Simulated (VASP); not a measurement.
# MgB2 (P6/mmm) in VASP: notebook

One crystal, MgB2, is run at these levels: LDA; tasks: optical spectrum, density of states, electric field gradients, core levels, phonons.

All numbers are computed with VASP 6.6.1; they aren't measurements. Logs are shortened: lines on timing, memory, paths and dates and some standing lists are left out, and cuts for length are marked.

### 1 Starting point

Symmetry: P6/mmm, No. 191, hexagonal system. Conventional cell: a = 3.085 Å, b = 3.085 Å, c = 3.523 Å, α = 90.00°, β = 90.00°, γ = 120.00°. Around Mg (site symmetry 6/mmm) lie 12 B at 2.51 Å. B (site symmetry -6m2) is surrounded by 3 B at 1.78 Å.

### 2 Optical spectrum, LDA

Contents of INCAR:

```
ALGO = Normal
CSHIFT = 0.1
EDIFF = 1E-6
ENCUT = 520
ISIF = 2
ISMEAR = 0
LASPH = T
LCHARG = F
LOPTICS = T
LREAL = F
LWAVE = F
NBANDS = 28
NEDOS = 1000
NELM = 60
PREC = Accurate
SIGMA = 0.02
```

Contents of KPOINTS:

```
k-points
0
Gamma
  10 10 8
```

Contents of POSCAR:

```
MgB2
1.0
    3.0850000000      0.0000000000      0.0000000000
   -1.5425000000      2.6716883707      0.0000000000
    0.0000000000      0.0000000000      3.5230000000
Mg B
1 2
Direct
    0.0000000000      0.0000000000      0.0000000000
    0.6666666667      0.3333333333      0.5000000000
    0.3333333333      0.6666666667      0.5000000000
```

Potentials or basis: VASP PAW LDA potentials, release 64 (Mg, B).

The run is started by

```console
> cat potpaw_LDA.64/Mg/POTCAR potpaw_LDA.64/B/POTCAR > POTCAR
> mpirun -np 1 vasp_std > vasp.out
```

OUTCAR:

```text
EDIFF = 1E-6
   ENCUT = 520
   ISIF = 2
   ISMEAR = 0
   LASPH = T
   LREAL = F
   NELM = 60
   PREC = Accurate

 ion  position               nearest neighbor table
   1  0.000  0.000  0.000-   2 2.51   3 2.51   2 2.51   3 2.51   2 2.51   2 2.51   3 2.51   3 2.51
                             2 2.51   2 2.51   3 2.51   3 2.51
   2  0.667  0.333  0.500-   3 1.78   3 1.78   3 1.78   1 2.51   1 2.51   1 2.51   1 2.51   1 2.51
                             1 2.51
   3  0.333  0.667  0.500-   2 1.78   2 1.78   2 1.78   1 2.51   1 2.51   1 2.51   1 2.51   1 2.51
                             1 2.51

  LATTYP: Found a hexagonal cell.
 ALAT       =     3.0850000000
 C/A-ratio  =     1.1419773096

  Lattice vectors:

 A1 = (   3.0850000000,   0.0000000000,   0.0000000000)
 A2 = (  -1.5425000000,   2.6716883707,   0.0000000000)
 A3 = (   0.0000000000,   0.0000000000,   3.5230000000)

Analysis of symmetry for initial positions (statically):
=====================================================================
 Subroutine PRICEL returns:
 Original cell was already a primitive cell.

 Routine SETGRP: Setting up the symmetry group for a
 hexagonal supercell.

 Subroutine GETGRP returns: Found 24 space group operations
 (whereof 24 operations were pure point group operations)
 out of a pool of 24 trial point group operations.

The static configuration has the point symmetry D_6h.

Analysis of symmetry for dynamics (positions and initial velocities):
=====================================================================
 Subroutine PRICEL returns:
 Original cell was already a primitive cell.

 Routine SETGRP: Setting up the symmetry group for a
 hexagonal supercell.

 Subroutine GETGRP returns: Found 24 space group operations
 (whereof 24 operations were pure point group operations)
 out of a pool of 24 trial point group operations.

The dynamic configuration has the point symmetry D_6h.

 Subroutine INISYM returns: Found 24 space group operations
 (whereof 24 operations are pure point group operations),
 and found     1 'primitive' translations

----------------------------------------------------------------------------------------

                                     Primitive cell

  volume of cell :      29.0371

  direct lattice vectors                    reciprocal lattice vectors
     3.085000000  0.000000000  0.000000000     0.324149109  0.187147575  0.000000000
    -1.542500000  2.671688371  0.000000000     0.000000000  0.374295150  0.000000000
     0.000000000  0.000000000  3.523000000     0.000000000  0.000000000  0.283848992

  length of vectors
     3.085000000  3.085000000  3.523000000     0.374295150  0.374295150  0.283848992

  position of ions in fractional coordinates (direct lattice)
     0.000000000  0.000000000  0.000000000
     0.666666667  0.333333333  0.500000000
     0.333333333  0.666666667  0.500000000

  ion indices of the primitive-cell ions
   primitive index   ion index
                 1           1
                 2           2
                 3           3

----------------------------------------------------------------------------------------

 KPOINTS: k-points

Automatic generation of k-mesh.
 Grid dimensions read from file:
 generate k-points for:   10   10    8

 Generating k-lattice:

  Cartesian coordinates                     Fractional coordinates (reciprocal lattice)
     0.032414911  0.018714758  0.000000000     0.100000000  0.000000000  0.000000000
     0.000000000  0.037429515  0.000000000     0.000000000  0.100000000  0.000000000
     0.000000000  0.000000000  0.035481124     0.000000000  0.000000000  0.125000000

  Length of vectors
     0.037429515  0.037429515  0.035481124

  Shift w.r.t. Gamma in fractional coordinates (k-lattice)
     0.000000000  0.000000000  0.000000000

 Subroutine IBZKPT returns following result:
 ===========================================

 Found     70 irreducible k-points:

 Following reciprocal coordinates:
            Coordinates               Weight
  0.000000  0.000000  0.000000      1.000000
[... 32 lines left out ...]
 SYSTEM =  unknown system
   PREC   = accura    normal or accurate (medium, high low for compatibility)
   ISTART =      0    job   : 0-new  1-cont  2-samecut
   ICHARG =      2    charge: 1-file 2-atom 10-const
   ISPIN  =      1    spin polarized calculation?
   LNONCOLLINEAR =      F non collinear calculations
   LSORBIT =      F    spin-orbit coupling
   LASPH  =      T    aspherical Exc in radial PAW
   ENCUT  =  520.0 eV  38.22 Ry    6.18 a.u.   5.74  5.74  6.55*2*pi/ulx,y,z
   NELM   =     60;   NELMIN=  2; NELMDL= -5     # of ELM steps
   EDIFF  = 0.1E-05   stopping-criterion for ELM
   LREAL  =      F    real-space projection
   EDIFFG = 0.1E-04   stopping-criterion for IOM
   NSW    =      0    number of steps for IOM
   IBRION =     -1    ionic relax: 0-MD 1-quasi-New 2-CG
   NFREE  =      0    steps in history (QN), initial steepest desc. (CG)
   ISIF   =      2    stress and relaxation
   ISYM   =      2    0-nonsym 1-usesym 2-fastsym
   POTIM  = 0.5000    time-step for ionic-motion
   TEBEG  =    0.0;   TEEND  =   0.0 temperature during run
   PSTRESS=    0.0 pullay stress
   NELECT =       8.0000    total number of electrons
   NUPDOWN=      -1.0000    fix difference up-down
   EMIN   =  10.00;   EMAX   =-10.00  energy-range for DOS
   EFERMI =   0.00;   METHOD = LEGACY
   ISMEAR =     0;   SIGMA  =   0.02  broadening in eV -4-tet -1-fermi 0-gaus
   EFERMI_NEDOS =   21; number of points for ismear=-14 and -15
   IALGO  =     38    algorithm
   IMIX   =      4    mixing-type and parameters
     AMIX     =   0.40;   BMIX     =  1.00
     AMIX_MAG =   1.60;   BMIX_MAG =  1.00
  volume/ion in A,a.u.               =       9.68        65.32
  Fermi-wavevector in a.u.,A,eV,Ry     =   1.065255  2.013040 15.439462  1.134768
  Thomas-Fermi vector in A             =   2.200801
   LORBIT       =      0    0 simple, 1 ext, 2 COOP (PROOUT), +10 PAW based schemes
   GGA     = CA    functional components
   LHFCALC =     F    Hartree Fock is set to
   AEXX    =    0.0000 exact exchange contribution
   IVDW    =     0    specifies the selected vdW correction
   LEPSILON=     F    determine dielectric tensor
   LRPA    =     F    only Hartree local field effects (RPA)
 non-spin polarized calculation
 Gauss-broadening in eV      SIGMA  =   0.02
  energy-cutoff  :      520.00
  volume of cell :       29.04
 maximum number of plane-waves:       806
 NGX is ok and might be reduce to    24
   NGX = 11   NGY = 11   NGZ = 13

 number of electron       8.0000000 magnetization

 Free energy of the ion-electron system (eV)
  ---------------------------------------------------
  ext. energy  EPLUGINS =         0.00000000
  ---------------------------------------------------
  free energy    TOTEN  =       -17.24457948 eV

  energy without entropy =      -17.24436154  energy(sigma->0) =      -17.24447051

 E-fermi :   5.2555     XC(G=0): -11.0929

 val. band max:        5.2468591756   @ k =   0.1000   0.0000   0.1250
 cond. band min:       5.2732948407   @ k =   0.3000   0.2000   0.0000
 fundamental gap:      0.0264356651
 Fermi energy:         5.2555084627

 k-point     1 :       0.0000    0.0000    0.0000
  band No.  band energies     occupation
      1      -7.0640      2.00000
      2       2.2913      2.00000
      3       5.5898      0.00000
      4       5.5898      0.00000
      5       6.8556      0.00000
      6      11.4951      0.00000
[... 433 lines left out ...]
      3       2.4285      2.00000
      4       4.5567      2.00000
      5       7.4058      0.00000
      6      10.4354      0.00000
[... 8 lines left out ...]
     15      25.4612      0.00000
     16      28.5304      0.00000

 [... further k-points ...]

 [bands above 16 left out]

------------------------ aborting loop because EDIFF is reached ----------------------------------------

  FORCE on cell =-STRESS in cart. coord.  units (eV):
  Direction    XX          YY          ZZ          XY          YZ          ZX
  --------------------------------------------------------------------------------------
  -------------------------------------------------------------------------------------
  Total       -1.4415507     -1.4415507     -1.4780700     -0.0000000     -0.0000000      0.0000000
  in kB      -79.5402393    -79.5402393    -81.5552572     -0.0000000     -0.0000000      0.0000000
  external PRESSURE =     -80.2119119 kB  Pullay stress =       0.0000000 kB

 VOLUME and BASIS-vectors are now :
 -----------------------------------------------------------------------------
  energy-cutoff  :      520.00
  volume of cell :       29.04
      direct lattice vectors                 reciprocal lattice vectors
     3.085000000  0.000000000  0.000000000     0.324149109  0.187147575  0.000000000
    -1.542500000  2.671688371  0.000000000     0.000000000  0.374295150  0.000000000
     0.000000000  0.000000000  3.523000000     0.000000000  0.000000000  0.283848992

 POSITION                                       TOTAL-FORCE (eV/Angst)
 -----------------------------------------------------------------------------------
      0.00000      0.00000      0.00000         0.000000      0.000000      0.000000
      1.54250      0.89056      1.76150        -0.000000      0.000000      0.000000
     -0.00000      1.78113      1.76150         0.000000     -0.000000      0.000000
 -----------------------------------------------------------------------------------
    total drift:                                0.000000     -0.000000      0.000000

  FREE ENERGIE OF THE ION-ELECTRON SYSTEM (eV)
  ---------------------------------------------------
  free  energy   TOTEN  =       -17.2445794794 eV

  energy  without entropy=      -17.2443615409  energy(sigma->0) =      -17.24447051

 electrical conductivity sigma (Mega S m-1) (frequency dependency in vasprun.xml)
  --------------------------------------------------------------------------------------
       0.102       0.000       0.000
      -0.000       0.102      -0.000
       0.000       0.000       0.003

  frequency dependent IMAGINARY DIELECTRIC FUNCTION (independent particle, no local field effects) density-density
     E(ev)      X         Y         Z        XY        YZ        ZX
  --------------------------------------------------------------------------------------------------------------
     0.00000     0.00000     0.00000     0.00000     0.00000     0.00000     0.00000
     0.69880     2.80871     2.80871     0.02680     0.00000     0.00000    -0.00000
     1.39759     6.70189     6.70189     0.06126     0.00000     0.00000    -0.00000
     2.09639     4.40516     4.40516     0.11951     0.00000     0.00000    -0.00000
     2.79519    11.48290    11.48290     0.38506     0.00000     0.00000    -0.00000
     3.49399     3.49519     3.49519     0.80159    -0.00000     0.00000    -0.00000
[... 92 lines left out ...]
    68.48211     0.00022     0.00022     0.00022    -0.00000    -0.00000     0.00000
    69.18091     0.00021     0.00021     0.00021    -0.00000    -0.00000     0.00000

  frequency dependent      REAL DIELECTRIC FUNCTION (independent particle, no local field effects) density-density
     E(ev)        X           Y           Z          XY          YZ          ZX
  --------------------------------------------------------------------------------------------------------------
     0.00000    24.96462    24.96462     6.54286     0.00000     0.00000    -0.00000
     0.69880     6.54040     6.54040     6.63441     0.00000     0.00000    -0.00000
     1.39759    12.89657    12.89657     6.93400    -0.00000     0.00000    -0.00000
     2.09639     5.02202     5.02202     7.54075    -0.00000     0.00000    -0.00000
     2.79519     3.13624     3.13624     8.76468    -0.00000    -0.00000    -0.00000
     3.49399     3.83319     3.83319    11.17108    -0.00000     0.00000    -0.00000
[... 92 lines left out ...]
    68.48211     0.92989     0.92989     0.93127     0.00000    -0.00000     0.00000
    69.18091     0.93138     0.93138     0.93275     0.00000    -0.00000     0.00000

  frequency dependent IMAGINARY DIELECTRIC FUNCTION (independent particle, no local field effects) current-current
     E(ev)      X         Y         Z        XY        YZ        ZX
  --------------------------------------------------------------------------------------------------------------
     0.00000    69.03881    69.03881    15.87637    -0.00000    -0.00000    -0.00000
     0.69880     4.33685     4.33685     1.64017    -0.00000    -0.00000    -0.00000
     1.39759     8.42580     8.42580     0.91089    -0.00000    -0.00000    -0.00000
     2.09639     4.79746     4.79746     0.74392     0.00000    -0.00000    -0.00000
     2.79519    11.60729    11.60729     0.94092     0.00000    -0.00000    -0.00000
     3.49399     3.65773     3.65773     1.38482    -0.00000    -0.00000    -0.00000
[... 92 lines left out ...]
    68.48211     0.00001     0.00001     0.00001    -0.00000    -0.00000     0.00000
    69.18091     0.00001     0.00001     0.00001    -0.00000    -0.00000     0.00000

  frequency dependent      REAL DIELECTRIC FUNCTION (independent particle, no local field effects) current-current
     E(ev)        X           Y           Z          XY          YZ          ZX
  --------------------------------------------------------------------------------------------------------------
     0.00000    20.80194    20.80194     6.53892    -0.00000    -0.00000    -0.00000
     0.69880     6.14105     6.14105     6.62932    -0.00000    -0.00000    -0.00000
     1.39759    12.01770    12.01770     6.92804     0.00000    -0.00000    -0.00000
     2.09639     4.62226     4.62226     7.53263     0.00000    -0.00000    -0.00000
     2.79519     2.24886     2.24886     8.74101     0.00000    -0.00000    -0.00000
     3.49399     3.63633     3.63633    11.13253     0.00000    -0.00000    -0.00000
[... 92 lines left out ...]
    68.48211     0.92993     0.92993     0.93126    -0.00000     0.00000     0.00000
    69.18091     0.93142     0.93142     0.93274    -0.00000     0.00000     0.00000
```

Wall time 40 s (1 thread of AMD EPYC 7R43 (Zen 3), shared host); peak memory 0.15 GiB.

Results:

- Free energy: -17.2446 eV
- Pressure: -8.0 GPa
- Band gap on the k mesh: none (metal or under the smearing width)

Dielectric function (mean over the directions given):
```
energy (eV)  real part  imaginary part
       0.28      21.31            9.36
       1.26      12.75            3.62
       2.31       5.59            4.51
       3.35       5.77            1.59
       4.40      12.63            8.40
       5.45       5.60            4.71
       6.50       8.36           12.19
       7.48      -4.15            8.63
       8.53      -2.59            8.59
       9.57      -2.27            2.93
      10.62      -0.76            2.53
      11.67      -0.97            1.55
      12.72      -1.38            1.06
      13.70      -0.61            0.92
      14.74      -0.51            0.67
      15.79      -0.37            0.72
      16.84      -0.30            0.42
      17.89      -0.05            0.26
      18.94       0.08            0.44
      19.99       0.19            0.21
```

Caveat: spectra need much finer meshes, so this one isn't converged; independent-particle spectra lack excitons; the intraband (Drude) part of a metal's response may be missing.

[end of part 1 of 3]
